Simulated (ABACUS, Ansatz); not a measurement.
# Fitting the PBEsol energy curve of SiC

Symmetry: F-43m, No. 216, cubic system. The conventional cell has a = 4.358 Å, b = 4.358 Å, c = 4.358 Å, α = 90.00°, β = 90.00°, γ = 90.00°. Si (site symmetry -43m) is surrounded by 4 C at 1.89 Å. C (site symmetry -43m) is surrounded by 4 Si at 1.89 Å.

The cell was scaled at fixed shape and fractions and run with Ansatz, Ansatz PAW, cutoff 420 eV; PBEsol, k mesh 10 × 10 × 10 on the cell of 2 atoms, fermi-dirac occupations of 0.05 eV, no spin polarisation, no spin-orbit coupling. The potentials were made for PBE. Energies are those that the program minimises, any entropy of the smearing included.

```tsv
V (Å³/atom)	energy over the lowest row (meV/atom)
9.7252	27.72
9.9321	11.74
10.1391	2.73
10.3460	0.00
10.5529	3.00
10.7598	?
10.9667	24.04
```

Fit the third-order Birch-Murnaghan form, give V0, B0 and B′, and predict the energy left open.

With y = (V0/V)^(2/3), E = E0 + (9 V0 B0/16) [(y - 1)³ B′ + (y - 1)² (6 - 4y)]. Least squares through the rows shown give V0 = 10.3376 Å³/atom, E0 = 0.00 meV, B0 = 221.6 GPa (1 eV/Å³ = 160.218 GPa) and B′ = 3.90, with a largest miss of 0.01 meV. At V = 10.7598 the form with these constants gives 11.17 meV; the run gave 11.20 meV an atom. Other set-ups at this level, from all their volumes (Å³/atom, GPa): ABACUS, PseudoDojo NC SR 0.4.1 PBEsol standard, plane waves: V0 10.343, B0 220.5; Ansatz, JTH PAW (made for PBE): V0 10.312, B0 221.4; Ansatz, PseudoDojo stringent (made for PBE): V0 10.343, B0 220.5; Ansatz, Ansatz PAW (files of its older set among them) (made for PBE): V0 10.334, B0 221.4. Measured volume: 10.36 Å³/atom at 297 K (a printed reference work), so the fit lies -0.2 % from it. The runs are for a static lattice.
